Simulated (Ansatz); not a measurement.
Runs of Ansatz 0.2.0 on Cr. It takes space group P6_3/mmc (No. 194, hexagonal). The conventional cell has a = 2.714 Å, b = 2.714 Å, c = 4.410 Å, α = 90.00°, β = 90.00°, γ = 120.00°. Around Cr (site symmetry -6m2) lie 12 Cr at 2.71 Å. This isn't the form of Cr at room conditions, which is bcc.

| spin | fixed moment (μB) | pressure (GPa) | moment (μB) |
| --- | --- | --- | --- |
| collinear, program default start | 0.0 | -34.1 | 0.00 |
| collinear, ferromagnetic start | 12.0 | 100.9 | 12.00 |
| collinear, ferromagnetic start | 6.0 | (a) | 6.00 |
| collinear, ferromagnetic start | 9.0 | 45.4 | 9.00 |
| collinear, ferromagnetic start | 1.5 | -32.4 | 1.50 |
| collinear, ferromagnetic start | 7.5 | 21.1 | 7.50 |
| collinear, ferromagnetic start | 3.0 | -26.7 | 3.00 |
| collinear, ferromagnetic start | 4.5 | -15.6 | 4.50 |

Alike in all rows: task single point; level PBEsol; potentials or basis Ansatz PAW; cell as given; k mesh 9 × 9 × 5; cutoff (eV) 420; smearing fermi-dirac 0.05 eV.

**Question.** Estimate the missing entries.

**Answer.** (a) 0.8.

Caveats: the total moment is fixed, so each spin has its own Fermi level; the PAW data sets come from PBE, with cores solved anew for the run's functional, which leaves a small shift of forces and pressure; the thresholds are loose for stress; a pressure of tens of GPa on the cell as given is suspect, and the run, the potentials or the cell itself is likely at fault (some runs).
